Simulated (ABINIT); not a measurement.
# Zn (Im-3m) in ABINIT: convergence with pawecutdg

Aim: find how far pawecutdg must go before the results for Zn settle, at BLYP. This setting moves, with any that are tied to it; all else stays.

Program: ABINIT 10.8.3 (patched build). These are calculated values, not measurements. Logs are shortened: lines on timing, memory, paths and dates and some standing lists are left out, and cuts for length are marked. The log counts tension as positive stress, the text compression.

## 1. The structure

The structure is cubic, space group Im-3m (No. 229). Conventional cell: a = 3.138 Å, b = 3.138 Å, c = 3.138 Å, α = 90.00°, β = 90.00°, γ = 90.00°. Zn (site symmetry m-3m) is surrounded by 8 Zn at 2.72 Å.

This isn't the form of Zn at room conditions, which is hcp.

## 2. With pawecutdg 22 Ha

run.abi reads:

```
pp_dirpath "./"
pseudos "Zn.GGA_PBE-JTH.xml"

acell 2.717651803 2.717651803 2.717651803 Angstrom
rprim
    -0.5773502692     0.5773502692     0.5773502692
     0.5773502692    -0.5773502692     0.5773502692
     0.5773502692     0.5773502692    -0.5773502692
ntypat 1
znucl 30
natom 1
typat 1
xcart
     0.0000000000     0.0000000000     0.0000000000

ecut 22.0
pawecutdg 22.0
pawxcdev 0

kptopt 1
ngkpt 12 12 12
nshiftk 1
shiftk 0.0 0.0 0.0

ixc -106131

nband 10
occopt 3
tsmear 0.05 eV

nstep 100
tolvrs 1.0e-9

iomode 3
prtwf 0
prtden 0
prteig 0
prtebands 0
```

Potentials or basis: JTH PAW PBE v2.0.

On the command line:

```sh
$ abinit run.abi > log 2>&1
```

It took 20 s on 1 thread of Arm Neoverse V1, shared host; peak memory 0.09 GiB.

The run converged. Its results:

```yaml
Free_energy: -1748.7038 eV
Pressure: 5.3 GPa
Band_gap_on_the_k_mesh: none (metal or under the smearing width)
Valence_electrons_inside_the_program's_atomic_spheres: Zn 10.77 (radii [1.2212] Å)
```

## 3. With pawecutdg 26.4

Changes to run.abi since step 2:

```diff
@@ -16,3 +16,3 @@
 ecut 22.0
-pawecutdg 22.0
+pawecutdg 26.4
 pawxcdev 0
```

Potentials or basis: JTH PAW PBE v2.0.

On the command line:

```sh
$ abinit run.abi > log 2>&1
```

It took 20 s on 1 thread of Arm Neoverse V1, shared host; peak memory 0.09 GiB.

The run converged. Its results:

| Property | Result |
| --- | --- |
| Free energy | -1748.7053 eV |
| Pressure | 5.4 GPa |
| Band gap on the k mesh | none (metal or under the smearing width) |
| Valence electrons inside the program's atomic spheres | Zn 10.77 (radii [1.2212] Å) |

## 4. With pawecutdg 33

Changes to run.abi since step 3:

```diff
@@ -16,3 +16,3 @@
 ecut 22.0
-pawecutdg 26.4
+pawecutdg 33.0
 pawxcdev 0
```

On the command line:

```sh
$ abinit run.abi > log 2>&1
```

Run time: 21 s. Hardware: 1 thread of Arm Neoverse V1, shared host; peak memory 0.09 GiB.

The run converged. Its results:

| Property | Result |
| --- | --- |
| Free energy | -1748.7049 eV |
| Pressure | 5.5 GPa |
| Band gap on the k mesh | none (metal or under the smearing width) |
| Valence electrons inside the program's atomic spheres | Zn 10.77 (radii [1.2212] Å) |

## 5. With pawecutdg 39.6

Changes to run.abi since step 4:

```diff
@@ -16,3 +16,3 @@
 ecut 22.0
-pawecutdg 33.0
+pawecutdg 39.6
 pawxcdev 0
```

On the command line:

```sh
$ abinit run.abi > log 2>&1
```

It took 19 s on 1 thread of Arm Neoverse V1, shared host; peak memory 0.09 GiB.

Results (log left out):

```
Free energy                                           : -1748.7052 eV
Pressure                                              : 5.4 GPa
Band gap on the k mesh                                : none (metal or under the smearing width)
Valence electrons inside the program's atomic spheres : Zn 10.77 (radii [1.2212] Å)
```

## 6. With pawecutdg 48.4

Changes to run.abi since step 5:

```diff
@@ -16,3 +16,3 @@
 ecut 22.0
-pawecutdg 39.6
+pawecutdg 48.4
 pawxcdev 0
```

Potentials or basis: JTH PAW PBE v2.0.

On the command line:

```sh
$ abinit run.abi > log 2>&1
```

Wall time 28 s (1 thread of Arm Neoverse V1, shared host); peak memory 0.09 GiB.

It converged, with:

```yaml
Free_energy: -1748.7055 eV
Pressure: 5.5 GPa
Band_gap_on_the_k_mesh: none (metal or under the smearing width)
Valence_electrons_inside_the_program's_atomic_spheres: Zn 10.76 (radii [1.2212] Å)
```

## 7. With pawecutdg 59.4

Changes to run.abi since step 6:

```diff
@@ -16,3 +16,3 @@
 ecut 22.0
-pawecutdg 48.4
+pawecutdg 59.4
 pawxcdev 0
```

On the command line:

```sh
$ abinit run.abi > log 2>&1
```

It took 34 s on 1 thread of Arm Neoverse V1, shared host; peak memory 0.09 GiB.

It converged, with:

| Property | Result |
| --- | --- |
| Free energy | -1748.7055 eV |
| Pressure | 5.5 GPa |
| Band gap on the k mesh | none (metal or under the smearing width) |
| Valence electrons inside the program's atomic spheres | Zn 10.76 (radii [1.2212] Å) |

## 8. With pawecutdg 72.6

Changes to run.abi since step 7:

```diff
@@ -16,3 +16,3 @@
 ecut 22.0
-pawecutdg 59.4
+pawecutdg 72.6
 pawxcdev 0
```

Potentials or basis: JTH PAW PBE v2.0.

On the command line:

```sh
$ abinit run.abi > log 2>&1
```

run.abo:

```text
.Version 10.8.3 of ABINIT
 Symmetries : space group Im -3 m (#229); Bravais cI (body-center cubic)
================================================================================
 Values of the parameters that define the memory need of the present run
     intxc =       0    ionmov =       0      iscf =      17    lmnmax =      18
     lnmax =       6     mgfft =      24  mpssoang =       3    mqgrid =    3001
     natom =       1  nloc_mem =       2    nspden =       1   nspinor =       1
    nsppol =       1      nsym =      48    n1xccc =       1    ntypat =       1
    occopt =       3   xclevel =       2
       mpw =         533          nfft =       13824          nkpt =          72
 PAW method is used; the additional fine FFT grid is defined by:
   mgfftf=        40    nfftf =     64000
================================================================================
================================================================================

--------------------------------------------------------------------------------
------------- Echo of variables that govern the present computation ------------
--------------------------------------------------------------------------------
 -outvars: echo values of preprocessed input variables --------
            acell      5.1356176132E+00  5.1356176132E+00  5.1356176132E+00 Bohr
              amu      6.53900000E+01
             ecut      2.20000000E+01 Hartree
                       outvar_i_n : Printing only first  50 k-points.
              ixc     -106131
                       outvar_i_n : Printing only first  50 k-points.
         kptrlatt       12    0    0      0   12    0      0    0   12
          kptrlen      6.16274114E+01
            natom           1
            nband          10
            ngfft          24      24      24
          ngfftdg          40      40      40
             nkpt          72
            nstep         100
             nsym          48
           ntypat           1
                       prtocc : prtvol=0, do not print more k-points.
           occopt           3
        pawecutdg      7.26000000E+01 Hartree
         pawxcdev           0
           prtden           0
        prtebands           0
           prteig           0
            prtwf           0
            rprim     -5.7735026920E-01  5.7735026920E-01  5.7735026920E-01
                       5.7735026920E-01 -5.7735026920E-01  5.7735026920E-01
                       5.7735026920E-01  5.7735026920E-01 -5.7735026920E-01
          spgroup         229
           tolvrs      1.00000000E-09
           tsmear      1.83746611E-03 Hartree
            typat      1
           useylm           1
                       outvars : Printing only first  50 k-points.
            znucl       30.00000

================================================================================

 chkinp: Checking input parameters for consistency.

================================================================================
== DATASET  1 ==================================================================

--- !DatasetInfo
iteration_state: {dtset: 1, }
dimensions: {natom: 1, nkpt: 72, mband: 10, nsppol: 1, nspinor: 1, nspden: 1, mpw: 533, }
cutoff_energies: {ecut:  22.0, pawecutdg:  72.6, }
[... 104 lines left out ...]

 Integrated electronic density in atomic spheres:
 ------------------------------------------------
 Atom  Sphere_radius  Integrated_density
    1        2.30770         10.75439991

================================================================================

 ----iterations are completed or convergence reached----

 Mean square residual over all n,k,spin=   11.921E-07; max=  43.708E-05
 reduced coordinates (array xred) for    1 atoms
       0.000000000000      0.000000000000      0.000000000000
 rms dE/dt=  0.0000E+00; max dE/dt=  0.0000E+00; dE/dt below (all hartree)
    1       0.000000000000      0.000000000000      0.000000000000

 cartesian coordinates (angstrom) at end:
    1      0.00000000000000     0.00000000000000     0.00000000000000

 cartesian forces (hartree/bohr) at end:
    1     -0.00000000000000    -0.00000000000000    -0.00000000000000
 frms,max,avg= 0.0000000E+00 0.0000000E+00   0.000E+00  0.000E+00  0.000E+00 h/b

 cartesian forces (eV/Angstrom) at end:
    1     -0.00000000000000    -0.00000000000000    -0.00000000000000
 frms,max,avg= 0.0000000E+00 0.0000000E+00   0.000E+00  0.000E+00  0.000E+00 e/A
 length scales=  5.135617613249  5.135617613249  5.135617613249 bohr
              =  2.717651803000  2.717651803000  2.717651803000 angstroms
 Fermi (or HOMO) energy (hartree) =   0.39526   Average Vxc (hartree)=  -0.36381
 Eigenvalues (hartree) for nkpt=  72  k points:
 kpt#   1, nband= 10, wtk=  0.00058, kpt=  0.0000  0.0000  0.0000 (reduced coord)
   0.01854    0.10611    0.10611    0.10611    0.12430    0.12430    1.07705    1.07705
   1.07705    1.16112
      occupation numbers for kpt#   1
   2.00000    2.00000    2.00000    2.00000    2.00000    2.00000    0.00000    0.00000
   0.00000    0.00000
 prteigrs : prtvol=0 or 1, do not print more k-points.

--- !EnergyTerms
iteration_state     : {dtset: 1, }
comment             : Components of total free energy in Hartree
kinetic             :  6.58693352618903E+00
hartree             :  1.40686879407842E+01
xc                  : -1.73603940962119E+00
Ewald energy        : -4.41855600533855E+01
psp_core            :  9.48972400144071E-01
local_psp           : -5.60873773608630E+01
PAW spherical_terms :  1.61407551850999E+01
internal            : -6.42636277716524E+01
'-kT*entropy'       : -1.07890714843844E-04
total_energy        : -6.42637356623673E+01
total_energy_eV     : -1.74870533271830E+03
...

--- !EnergyTermsDC
iteration_state     : {dtset: 1, }
comment             : '"Double-counting" decomposition of free energy'
band_energy         :  1.62379007612101E+00
Ewald energy        : -4.41855600533855E+01
psp_core            :  9.48972400144071E-01
xc_dc               : -1.36904598193753E+01
PAW spherical_terms : -8.96037489238807E+00
internal            : -6.42636322888837E+01
'-kT*entropy'       : -1.07890714843844E-04
total_energy_dc     : -6.42637401795986E+01
total_energy_dc_eV  : -1.74870545563843E+03
...

--- !EnergyTermsWithPAWCore
iteration_state     : {dtset: 1, }
comment             : 'Components of total free energy, including PAW core contributions'
Total energy        : -1.79639977943085E+03
Total energy DC     : -1.79639978394808E+03
Total energy (eV)   : -4.88825282502878E+04
Total energy DC (eV): -4.88825283732079E+04
...

 Cartesian components of stress tensor (hartree/bohr^3)
  sigma(1 1)= -1.84173517E-04  sigma(3 2)=  0.00000000E+00
  sigma(2 2)= -1.84173517E-04  sigma(3 1)=  0.00000000E+00
  sigma(3 3)= -1.84173517E-04  sigma(2 1)=  0.00000000E+00

-Cartesian components of stress tensor (GPa)         [Pressure=  5.4186E+00 GPa]
- sigma(1 1)= -5.41857194E+00  sigma(3 2)=  0.00000000E+00
- sigma(2 2)= -5.41857194E+00  sigma(3 1)=  0.00000000E+00
- sigma(3 3)= -5.41857194E+00  sigma(2 1)=  0.00000000E+00

== END DATASET(S) ==============================================================
================================================================================

 -outvars: echo values of variables after computation  --------
            acell      5.1356176132E+00  5.1356176132E+00  5.1356176132E+00 Bohr
           etotal     -6.4263740180E+01
            fcart     -0.0000000000E+00 -0.0000000000E+00 -0.0000000000E+00
            rprim     -5.7735026920E-01  5.7735026920E-01  5.7735026920E-01
                       5.7735026920E-01 -5.7735026920E-01  5.7735026920E-01
                       5.7735026920E-01  5.7735026920E-01 -5.7735026920E-01
           strten     -1.8417351695E-04 -1.8417351695E-04 -1.8417351695E-04
                       0.0000000000E+00  0.0000000000E+00  0.0000000000E+00
 Calculation completed.
```

Run time: 24 s. Hardware: 1 thread of Arm Neoverse V1, shared host; peak memory 0.1 GiB.

Results:

- Free energy: -1748.7055 eV
- Pressure: 5.4 GPa
- Band gap on the k mesh: none (metal or under the smearing width)
- Valence electrons inside the program's atomic spheres: Zn 10.75 (radii [1.2212] Å)

## 9. Result

| pawecutdg | energy less the tightest run, at zero smearing (meV/atom) | pressure (GPa) | SCF cycles | CPU time (s) | peak memory (GiB) |
| --- | --- | --- | --- | --- | --- |
| 22 Ha | 1.70 | 5.33 | 20 | 20 | 0.09 |
| 26.4 | 0.20 | 5.36 | 19 | 20 | 0.09 |
| 33 | 0.58 | 5.46 | 20 | 21 | 0.09 |
| 39.6 | 0.29 | 5.44 | 18 | 19 | 0.09 |
| 48.4 | -0.03 | 5.47 | 29 | 28 | 0.09 |
| 59.4 | -0.07 | 5.47 | 35 | 34 | 0.09 |
| 72.6 | 0.00 | 5.42 | 23 | 24 | 0.1 |

Against the tightest run, the energy stays within 1 meV/atom from 26.4 on; the pressure stays within 0.1 GPa from 22 Ha on. The tightest run that finished is the yardstick and may itself not be fully converged.

Caveats: the PAW data sets were made with another functional, which shifts forces and pressure a little.
